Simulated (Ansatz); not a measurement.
# armchair graphene nanoribbon (N = 9, H edges): bands by functional and under strain, part 2 of 3

Aim: is the armchair graphene nanoribbon (N = 9, H edges) a metal or a semiconductor?

Ansatz 0.2.0; DFT PBE, plane waves, PAW; relaxation of a wire's period (the session's first sound run).

So far. Step 2 (Relaxing the period): The cell's length comes to 4.297 Å with spin left out.

**3. The perfect wire**

This step: DFT PBE, plane waves, PAW; channels and complex bands of a perfect wire (Ansatz 0.2.0).

At the relaxed period the Bloch states of the perfect wire are found at each energy: those that move forward count the open channels, and those that decay describe how a disturbance dies away inside the wire itself. An energy step of 0.035 eV is under the 0.039 eV that the program asks for its thermal average at 300 K.

The input, input.yaml:

```yaml
crystal:
  lattice:
    - [18.691, 0.0, 0.0]
    - [0.0, 7.0, 0.0]
    - [0.0, 0.0, 4.297008428]
  atoms:
    - { symbol: C, position: [0.23791053, 0.5, 0.006905819] }
    - { symbol: C, position: [0.367991555, 0.5, 7.7466e-05] }
    - { symbol: C, position: [0.5, 0.5, 0.999270138] }
    - { symbol: C, position: [0.632008445, 0.5, 7.7466e-05] }
    - { symbol: C, position: [0.76208947, 0.5, 0.006905819] }
    - { symbol: C, position: [0.23791053, 0.5, 0.326427514] }
    - { symbol: C, position: [0.367991555, 0.5, 0.333255867] }
    - { symbol: C, position: [0.5, 0.5, 0.334063195] }
    - { symbol: C, position: [0.632008445, 0.5, 0.333255867] }
    - { symbol: C, position: [0.76208947, 0.5, 0.326427514] }
    - { symbol: H, position: [0.186648736, 0.5, 0.446107673] }
    - { symbol: H, position: [0.813351264, 0.5, 0.446107673] }
    - { symbol: C, position: [0.30221811, 0.5, 0.498595387] }
    - { symbol: C, position: [0.434280331, 0.5, 0.500602437] }
    - { symbol: C, position: [0.565719669, 0.5, 0.500602437] }
    - { symbol: C, position: [0.69778189, 0.5, 0.498595387] }
    - { symbol: C, position: [0.30221811, 0.5, 0.834737946] }
    - { symbol: C, position: [0.434280331, 0.5, 0.832730896] }
    - { symbol: C, position: [0.565719669, 0.5, 0.832730896] }
    - { symbol: C, position: [0.69778189, 0.5, 0.834737946] }
    - { symbol: H, position: [0.186648736, 0.5, 0.88722566] }
    - { symbol: H, position: [0.813351264, 0.5, 0.88722566] }
kpoints:
  mp_grid: { grid: [1, 1, 19] }
  band_path: { path: ["Γ", Z], npoints: 50 }
scf:
  occupations: { method: fermi_dirac, width: 0.05 }
hamiltonian:
  xc: pbe
output:
  transmission:
    e_range: [-2, 2]
    de: 0.035
    kmesh: [1, 1]
    reduced_basis: true
    leads: [[0, 0]]
  dos: { e_range: [-5, 4] }
  write_potential: true
  write_density: true
  volumetric_format: npy
  elf: true
```

Run with:

```
$ ansatz run input.yaml --threads 8 --pin off --max-ram 16384MiB --backend cpu --events-out ev --progress --plain --runs-dir out
```

Numbers of over 12 decimals in the logs are rounded to 6 here.

The program printed:

```text
[...]
Crystal: 22 atoms, lattice volume = 562.208 Å³
Basis set: ecut = 420 eV, 10995 PW (Γ)
Bands: 60, of which v1, the nominal top of the filled ones, is band 38 counted from 1 (37 counted from 0)
Symmetry: 8 space group operations
[...]
k-points: 10 of 19
[...]
SCF iter   1: F=—  HF=-4580.207045 eV  |F-HF|=—  |Δ(HF+E_count)|=         —  Δρ=2.53e-3  dr2=1.31e-1  ethr=1.77e-3  ⟨swp⟩=10.4  Hψ=3678  notcnv=0  defer=99
[...]
SCF iter   8: F=-4580.178797 eV  HF=-4580.178797 eV  |F-HF|=6.20e-8  |Δ(HF+E_count)|=   3.32e-8  Δρ=2.63e-6  dr2=3.21e-8  ethr=1.32e-10  ⟨swp⟩=25.8  Hψ=4156  notcnv=0
SCF 1 converged in 8 iterations: F = -4580.178797 eV  dr2 = 3.21e-8
[...]
NSCF: frozen V_eff on 51 k-points
transmission: 6 of 6 steps passed
WARN: The output density's exchange-correlation potential varies sharply where the density is thin. Do not read a vacuum level from v_tot or v_xc, or from such a field of the output density. On a cell that repeats whose density bears no net charge and no dipole along the vacuum's axis use v_es (v_loc + v_h of the components); under efield.dipole_correction with no amplitude use v_es + v_field, which holds any externa [...]
Second SCF, for the conductance: iteration 1, dr2 6.287e-8 eV
Second SCF, for the conductance: iteration 2, dr2 1.521e-8 eV
Second SCF, for the conductance: iteration 3, dr2 2.990e-9 eV
transmission: 6 of 6 steps passed
SCF converged after 8 iterations
Free energy (F): -4580.178797 eV
[...]
Internal energy: -4580.178760 eV  (E = F + TS)
E sigma→0 (E₀):  -4580.178778 eV
Entropy (-TS):   -0.000037 eV (-0.002 meV/atom)
Fermi energy:    -0.680981 eV
[...]
--- Band table (eV; the first three rows and the last of 10) ---
  k-point 0: bands = [... 34 lower, -2.8182, -2.1477, -1.7934, -1.0743, -0.2876, 0.4791, 0.6174, 0.9725, ... 18 higher]
  k-point 1: bands = [... 34 lower, -2.9229, -2.2691, -1.8250, -1.3004, -0.0638, 0.4948, 0.7511, 1.1000, ... 18 higher]
  k-point 2: bands = [... 34 lower, -3.2001, -2.5777, -1.9189, -1.7131, 0.3433, 0.5427, 1.0971, 1.4455, ... 18 higher]
  k-point 9: bands = [... 34 lower, -4.5852, -3.8498, -3.5095, -3.0730, 1.1384, 1.7680, 2.1116, 3.3379, ... 18 higher]
--- Transmission ---
  basis      : 1149 plane waves across, 6 finite elements along
  points     : 1, standing for a mesh of 1 x 1
  filling    : by a second SCF (3 iterations) under fermi_dirac of width 0.025852 eV on a mesh of 1 x 1 x 51, whose Fermi level is -0.681001 eV
  energies   : 115 from -2.000000 to 1.990000 eV about the Fermi level, 0.035000 eV apart; the leads are filled to 0.000000 eV, and channels, transmission and decay are at -0.005000 eV
  crystal 0  : C18H4, at the sites [0, 0], period 4.2970 Å: whole cells are its period
    offset         : up to 0.0000 Å between an atom of the period and one for which it stands
    filled         : 0.9 meV over the level at which it is neutral
    channels       : 0.000000e0 a spin
    conductance    : 2.9079e7 S/m² at 300 K; may be off by some 0.0 % by where its bands' edges are placed, 0.1 % from the distance to neutral
    slowest decay  : 0.0633 /Å at (0.0000, 0.0000)
```

Run time: 47 min. Hardware: 8 threads of Arm Neoverse V2, shared host; peak memory 11 GiB.

This step gave:

| Quantity | Value |
| --- | --- |
| channels at the energy nearest the Fermi level, one spin | 0 |
| conductance of the lead as this run defines it | 4.91e-7 G₀ |
| slowest decay in the lead at the energy nearest the Fermi level | 0.0633 Å⁻¹ |
| band gap | 0.7867 eV |

Table of open channels of the lead, one spin by energy, zero at the Fermi level:

energy (eV), open channels of the lead, one spin and a bar:
```
   -2.000       3.00 ##################
   -1.895       3.00 ##################
   -1.790       3.00 ##################
   -1.685       3.00 ##################
   -1.615       3.00 ##################
   -1.510       3.00 ##################
   -1.405       2.00 ############
   -1.300       2.00 ############
   -1.195       2.00 ############
   -1.090       1.00 ######
   -0.985       1.00 ######
   -0.915       1.00 ######
   -0.810       1.00 ######
   -0.705       1.00 ######
   -0.600       1.00 ######
   -0.495       1.00 ######
   -0.390       0.00 
   -0.285       0.00 
   -0.215       0.00 
   -0.110       0.00 
   -0.005       0.00 
    0.100       0.00 
    0.205       0.00 
    0.310       0.00 
    0.415       1.00 ######
    0.485       1.00 ######
    0.590       1.00 ######
    0.695       1.00 ######
    0.800       1.00 ######
    0.905       1.00 ######
    1.010       1.00 ######
    1.115       1.00 ######
    1.185       2.00 ############
    1.290       2.00 ############
    1.395       3.00 ##################
    1.500       3.00 ##################
    1.605       3.00 ##################
    1.710       4.00 ########################
    1.815       5.00 ##############################
    1.885       5.00 ##############################
```

The slowest values at each energy, most degenerate partners merged, listed up to 1.5 1/Å. Table of Im kz of the slowest decaying states by energy, zero at the Fermi level:

```tsv
energy (eV)	decay 1 (Å⁻¹)	decay 2 (Å⁻¹)	decay 3 (Å⁻¹)	decay 4 (Å⁻¹)
-2.0000	0.0848	0.373	0.392	0.399
-1.7550	0.135	0.412	0.426	0.432
-1.5100	0.166	0.430	0.448	0.466
-1.2650	0.0925	0.186	0.445	0.467
-0.9850	0.142	0.202	0.460	0.485
-0.7400	0.156	0.210	0.251	0.472
-0.4950	0.168	0.214	0.317	0.482
-0.2500	0.0490	0.174	0.215	0.370
-0.0050	0.0633	0.174	0.212	0.420
0.2400	0.0502	0.168	0.206	0.457
0.4850	0.157	0.195	0.434	0.454
0.7650	0.136	0.178	0.399	0.411
1.0100	0.105	0.157	0.240	0.359
1.2550	0.0421	0.128	0.309	0.485
1.5000	0.0816	0.238	0.503	0.512
1.7450	0.114	0.514	0.517	0.525
```

Electronic bands along the path, in eV, zero at the Fermi level:

```tsv
point	band 35	band 36	band 37	band 38	band 39	band 40	band 41	band 42
Γ	-2.14	-1.47	-1.11	-0.39	0.39	1.16	1.30	1.65
halfway	-3.08	-2.61	-2.23	-1.75	1.53	2.21	2.39	3.16
Z	-4.00	-3.11	-2.89	-2.39	1.81	2.53	2.71	4.16
```

Electrostatic potential energy in the ca plane at fractional y = 0.500, with atoms of C and H within 0.2 Å of it. With pseudopotentials it is smooth inside the atoms' cores, unlike the true potential.

Ten even steps from '0' (-70 eV) to '9' (3 eV), each cell a mean:
```
99999999999999
99999999999999
99999999999999
99999989999999
78988647999845
02640158999962
67886544686445
78998621475225
03741148999862
57875555787555
89998610364014
14752258899862
46864456888754
89998510264004
35763357898764
24753257898863
89998510374004
46864456788654
13641258999963
89999747999856
99999999999999
99999999999999
99999999999999
99999999999999
```
Columns run along c (4.3 Å; values clipped at the 3rd and 97th percentile), rows up along a (18.7 Å). Atoms in or near the plane, at fractional coordinates: C at (0.01, 0.24), C at (0.00, 0.37), C at (0.00, 0.50), C at (0.00, 0.63), C at (0.01, 0.76), C at (0.33, 0.24), C at (0.33, 0.37), C at (0.33, 0.50), C at (0.33, 0.63), C at (0.33, 0.76), H at (0.45, 0.19), H at (0.45, 0.81), C at (0.50, 0.30), C at (0.50, 0.43) and more.

ELF in the ca plane at fractional y = 0.500, with atoms of C and H within 0.2 Å of it. It is the smooth field of the valence electrons, not physical close to the nuclei.

Values in units of 1e-1, 24 rows by 14 columns, each cell a mean:
```
 0.0  0.0  0.0  0.0  0.0  0.0  0.0  0.0  0.0  0.0  0.0  0.0  0.0  0.0
 0.0  0.0  0.0  0.0  0.0  0.1  0.1  0.0  0.0  0.0  0.0  0.0  0.1  0.1
 1.1  0.2  0.0  0.1  0.7  2.8  3.7  2.1  0.5  0.1  0.3  1.5  3.4  3.4
 6.9  2.0  0.3  1.1  5.4  9.1  9.6  8.7  4.3  0.5  2.5  7.9  9.6  9.5
 8.4  5.1  3.3  4.2  7.5  9.6  9.9  9.7  6.5  0.9  4.3  9.4  9.9  9.8
 2.4  5.4  8.7  6.9  2.7  4.2  7.0  6.2  2.8  0.6  1.8  5.3  7.2  5.4
 6.3  4.4  4.0  4.1  5.6  7.9  7.6  5.4  5.4  6.4  5.8  5.1  6.9  8.1
 6.0  3.2  2.0  2.6  5.2  7.3  6.0  3.8  5.8  7.9  6.8  3.9  5.1  7.2
 2.8  5.8  8.5  7.1  3.2  4.2  6.7  5.8  2.7  1.2  2.0  4.9  6.9  5.2
 6.2  4.9  5.0  4.9  5.6  7.8  8.3  6.2  4.9  5.0  4.9  5.6  7.8  8.3
 5.7  2.7  1.2  1.9  4.8  6.9  5.2  2.7  5.7  8.6  7.1  3.1  4.1  6.7
 3.7  5.8  8.0  6.8  3.9  5.1  7.2  6.1  3.2  1.9  2.6  5.2  7.3  5.9
 5.4  5.4  6.3  5.8  5.1  7.0  8.3  6.5  4.3  3.7  4.0  5.8  8.0  7.7
 5.6  2.4  0.8  1.6  4.6  6.7  4.8  2.2  5.7  8.9  7.2  2.7  3.6  6.5
 4.8  5.6  7.0  6.2  4.7  6.4  7.9  6.4  3.9  3.0  3.4  5.6  7.8  7.1
 4.3  5.6  7.4  6.4  4.3  5.8  7.6  6.3  3.6  2.5  3.1  5.5  7.6  6.6
 5.6  2.5  1.0  1.8  4.7  6.7  4.9  2.5  5.9  8.8  7.3  3.0  3.8  6.5
 5.5  5.1  6.0  5.5  5.1  7.3  8.2  6.4  4.7  4.4  4.5  5.7  7.9  7.9
 3.7  5.6  8.0  6.7  3.8  5.4  7.6  7.0  3.5  0.5  2.1  6.2  7.8  6.3
 8.6  4.5  1.9  3.2  7.6  9.8 10.0  9.8  6.7  0.9  4.4  9.6 10.0  9.9
 5.4  1.3  0.1  0.6  4.0  8.1  9.0  7.4  3.0  0.4  1.7  6.3  8.8  8.7
 0.5  0.1  0.0  0.0  0.3  1.4  1.9  0.9  0.2  0.1  0.1  0.6  1.7  1.7
 0.0  0.0  0.0  0.0  0.0  0.0  0.0  0.0  0.0  0.0  0.0  0.0  0.0  0.0
 0.0  0.0  0.0  0.0  0.0  0.0  0.0  0.0  0.0  0.0  0.0  0.0  0.0  0.0
```
Columns run along c (4.3 Å), rows up along a (18.7 Å). Atoms in or near the plane, at fractional coordinates: C at (0.01, 0.24), C at (0.00, 0.37), C at (0.00, 0.50), C at (0.00, 0.63), C at (0.01, 0.76), C at (0.33, 0.24), C at (0.33, 0.37), C at (0.33, 0.50), C at (0.33, 0.63), C at (0.33, 0.76), H at (0.45, 0.19), H at (0.45, 0.81), C at (0.50, 0.30), C at (0.50, 0.43) and more.

Valence density in the ca plane at fractional y = 0.500, with atoms of C and H within 0.2 Å of it. It is the smooth field of the valence electrons, not physical close to the nuclei.

Ten even steps from '_' (0.0 e/Å³) to '@' (1.9 e/Å³), each cell a mean:
```
____________________________
____________________________
____________________________
____________..__________....
==::::::==##%%==..____::####
@@@@@@@@@@@@##--..__..::**@@
**==----++%%@@##++++++##@@@@
==::..::--##@@%%##**##%%@@%%
@@%%%%%%@@@@%%==::....--##@@
**==--==**%%@@**==--==**%%@@
==::....--##@@@@%%%%%%@@@@%%
%%######%%@@%%==::..::--##@@
##++++++##@@@@**--::--++%%@@
--......--**@@@@@@%%@@@@@@%%
%%**++**##@@%%++--::::==##@@
%%##****%%@@%%++::..::==##@@
==::....--##@@@@%%%%%%@@@@%%
##**++++##@@@@**==----++%%@@
%%%%%%%%%%@@##--..____::**@@
--......::++**--..____::****
____________________________
____________________________
____________________________
____________________________
```
Columns run along c (4.3 Å), rows up along a (18.7 Å). Atoms in or near the plane, at fractional coordinates: C at (0.01, 0.24), C at (0.00, 0.37), C at (0.00, 0.50), C at (0.00, 0.63), C at (0.01, 0.76), C at (0.33, 0.24), C at (0.33, 0.37), C at (0.33, 0.50), C at (0.33, 0.63), C at (0.33, 0.76), H at (0.45, 0.19), H at (0.45, 0.81), C at (0.50, 0.30), C at (0.50, 0.43) and more.

By hand: a barrier of this wire, of length L, would pass T ∝ exp(−2κL) at this energy; with κ = 0.0633 Å⁻¹ one decade takes ln 10 / (2κ) = 18.2 Å.

At the computed energy nearest the Fermi level there are 0 channels a spin, and the thermal average gives 4.9e-7 G₀; the gap is 0.79 eV.

**4. Levels at the same atoms, level LDA, cutoff 420 eV**

This step: DFT LDA, plane waves, PAW; bands of a perfect wire at the PBE geometry (Ansatz 0.2.0).

The atoms stay at the PBE geometry and the functional changes. At fixed atoms LDA and the gradient-corrected functionals usually give like bands; this run checks that. Against the first PBE run of this kind, the mesh along the wire has 14 points against 19.

Edit input.yaml of step 3 so:

```diff
@@ -29,3 +29,3 @@
 kpoints:
-  mp_grid: { grid: [1, 1, 19] }
+  mp_grid: { grid: [1, 1, 14] }
   band_path: { path: ["Γ", Z], npoints: 50 }
@@ -34,14 +34,2 @@
 hamiltonian:
-  xc: pbe
-output:
-  transmission:
-    e_range: [-2, 2]
-    de: 0.035
-    kmesh: [1, 1]
-    reduced_basis: true
-    leads: [[0, 0]]
-  dos: { e_range: [-5, 4] }
-  write_potential: true
-  write_density: true
-  volumetric_format: npy
-  elf: true
+  xc: lda
```

The program printed:

```text
[...]
Crystal: 22 atoms, lattice volume = 562.208 Å³
Basis set: ecut = 420 eV, 10995 PW (Γ)
Bands: 60, of which v1, the nominal top of the filled ones, is band 38 counted from 1 (37 counted from 0)
Symmetry: 8 space group operations
[...]
k-points: 8 of 14
[...]
SCF iter   1: F=—  HF=-4434.783978 eV  |F-HF|=—  |Δ(HF+E_count)|=         —  Δρ=4.55e-3  dr2=1.75e-1  ethr=1.77e-3  ⟨swp⟩=9.9  Hψ=2892  notcnv=0  defer=82
[...]
SCF iter   8: F=-4434.749887 eV  HF=-4434.749887 eV  |F-HF|=9.69e-9  |Δ(HF+E_count)|=   1.36e-8  Δρ=2.69e-6  dr2=5.18e-8  ethr=1.32e-10  ⟨swp⟩=25.2  Hψ=3350  notcnv=0
SCF 1 converged in 8 iterations: F = -4434.749887 eV  dr2 = 5.18e-8
[...]
SCF converged after 8 iterations
Free energy (F): -4434.749887 eV
[...]
Internal energy: -4434.749834 eV  (E = F + TS)
E sigma→0 (E₀):  -4434.749860 eV
Entropy (-TS):   -0.000053 eV (-0.002 meV/atom)
Fermi energy:    -0.934992 eV
[...]
--- Band table (eV; the first three rows and the last of 8) ---
  k-point 0: bands = [... 34 lower, -3.0639, -2.3943, -2.0478, -1.3239, -0.5461, 0.2214, 0.3436, 0.6784, ... 18 higher]
  k-point 1: bands = [... 34 lower, -3.2542, -2.6120, -2.1048, -1.6909, -0.1843, 0.2474, 0.5835, 0.9102, ... 18 higher]
  k-point 2: bands = [... 34 lower, -3.6334, -3.1141, -2.2819, -2.2714, 0.3287, 0.3936, 1.1526, 1.4985, ... 18 higher]
  k-point 7: bands = [... 34 lower, -4.9374, -4.0485, -3.8208, -3.3163, 0.8273, 1.5530, 1.7291, 3.1922, ... 18 higher]
```

Run time: 11 s. Hardware: 8 threads; peak memory 1.9 GiB; 86 s of CPU time.

Numbers from this step:

* band gap: 0.7778 eV

Electronic bands along the path, in eV, zero at the Fermi level:

```tsv
point	band 35	band 36	band 37	band 38	band 39	band 40	band 41	band 42
Γ	-2.13	-1.46	-1.11	-0.39	0.39	1.16	1.28	1.61
halfway	-3.08	-2.61	-2.24	-1.75	1.50	2.19	2.36	3.17
Z	-4.00	-3.11	-2.89	-2.38	1.76	2.49	2.66	4.13
```

The gap is 0.778 eV, against 0.787 eV under PBE at the relaxed period.

**5. Another level of theory, level PBEsol, cutoff 420 eV**

This step: DFT PBEsol, plane waves, PAW; bands of a perfect wire at the PBE geometry (Ansatz 0.2.0).

The atoms stay at the PBE geometry and the functional changes. At fixed atoms LDA and the gradient-corrected functionals usually give like bands; this run checks that. Against the first PBE run of this kind, the mesh along the wire has 14 points against 19.

Edit input.yaml of step 4 so:

```diff
@@ -34,2 +34,2 @@
 hamiltonian:
-  xc: lda
+  xc: pbesol
```

The program printed:

```text
[...]
Crystal: 22 atoms, lattice volume = 562.208 Å³
Basis set: ecut = 420 eV, 10995 PW (Γ)
Bands: 60, of which v1, the nominal top of the filled ones, is band 38 counted from 1 (37 counted from 0)
Symmetry: 8 space group operations
[...]
k-points: 8 of 14
[...]
--- Band table (eV; the first three rows and the last of 8) ---
  k-point 0: bands = [... 34 lower, -2.8690, -2.1976, -1.8451, -1.1230, -0.3382, 0.4308, 0.5594, 0.9026, ... 18 higher]
  k-point 1: bands = [... 34 lower, -3.0587, -2.4151, -1.9030, -1.4905, 0.0250, 0.4586, 0.7997, 1.1345, ... 18 higher]
  k-point 2: bands = [... 34 lower, -3.4346, -2.9170, -2.0829, -2.0717, 0.5442, 0.6065, 1.3704, 1.7239, ... 18 higher]
  k-point 7: bands = [... 34 lower, -4.7409, -3.8537, -3.6242, -3.1217, 1.0616, 1.7809, 1.9713, 3.4258, ... 18 higher]
[key lines of the parts left out:]
SCF converged after 8 iterations
Free energy (F): -4502.423336 eV
Fermi energy:    -0.730566 eV
```

Wall time 12 s (8 threads); peak memory 1.9 GiB; 88 s of CPU time.

The electronic bands at the labelled points (eV, zero at the Fermi level):

```tsv
point	band 35	band 36	band 37	band 38	band 39	band 40	band 41	band 42
Γ	-2.14	-1.47	-1.11	-0.39	0.39	1.16	1.29	1.63
halfway	-3.09	-2.62	-2.24	-1.76	1.52	2.21	2.38	3.19
Z	-4.01	-3.12	-2.89	-2.39	1.79	2.51	2.70	4.16
```

The gap is 0.785 eV, against 0.787 eV under PBE at the relaxed period.

**6. Another level of theory, level r2SCAN, cutoff 500 eV**

This step: DFT r2SCAN, plane waves, PAW; bands of a perfect wire at the PBE geometry (Ansatz 0.2.0).

The atoms stay at the PBE geometry and the functional changes. r2SCAN also reads the kinetic-energy density; it often gives larger moments and wider gaps than PBE, at a higher cost. Against the first PBE run of this kind, the cutoff is 500 eV against 420 and the mesh along the wire has 14 points against 19.

Edit input.yaml of step 5 so:

```diff
@@ -34,2 +34,2 @@
 hamiltonian:
-  xc: pbesol
+  xc: r2scan
```

The program printed:

```text
[...]
Crystal: 22 atoms, lattice volume = 562.208 Å³
Basis set: ecut = 500 eV, 14263 PW (Γ), exchange–correlation on 576×216×128 points (64 copies of the dense FFT grid, shifted against one another)
Bands: 60, of which v1, the nominal top of the filled ones, is band 38 counted from 1 (37 counted from 0)
Symmetry: 8 space group operations
[...]
k-points: 8 of 14
[...]
--- Band table (eV; the first three rows and the last of 8) ---
  k-point 0: bands = [... 34 lower, -2.9749, -2.2617, -1.8823, -1.1196, -0.2725, 0.5396, 0.6955, 1.0753, ... 18 higher]
  k-point 1: bands = [... 34 lower, -3.1727, -2.4895, -1.9450, -1.5073, 0.1125, 0.5721, 0.9491, 1.3192, ... 18 higher]
  k-point 2: bands = [... 34 lower, -3.5668, -3.0166, -2.1341, -2.1268, 0.6704, 0.7335, 1.5542, 1.9418, ... 18 higher]
  k-point 7: bands = [... 34 lower, -4.9367, -4.0168, -3.7649, -3.2468, 1.2480, 2.0053, 2.2108, 3.7564, ... 18 higher]
[key lines of the parts left out:]
SCF converged after 8 iterations
Free energy (F): -4593.099148 eV
Fermi energy:    -0.696054 eV
```

Elapsed: 20 s, on 8 threads; peak memory 3.1 GiB; 2.5 min of CPU time.

The gap is 0.847 eV, against 0.787 eV under PBE at the relaxed period.

**7. Side by side**

Times are for 8 threads of Arm Neoverse V2, shared host. Results by setting:

```tsv
no.	level	band gap (eV)	time	memory (GiB)
1	LDA	0.7778	11 s	1.9
2	PBEsol	0.7848	12 s	1.9
3	r2SCAN	0.8471	20 s	3.1
```

(Part 2 of 3 ends here.)

[Logs are printed without paths, hosts, clocks, repeated set-up lines and the standing remarks that a program may print on its own settings, such as how far it seeks lower states.]

[Hosts, paths, dates, database ids (printed as entryN), source tags and the programs' standing remarks are cut or masked in the printed files.]
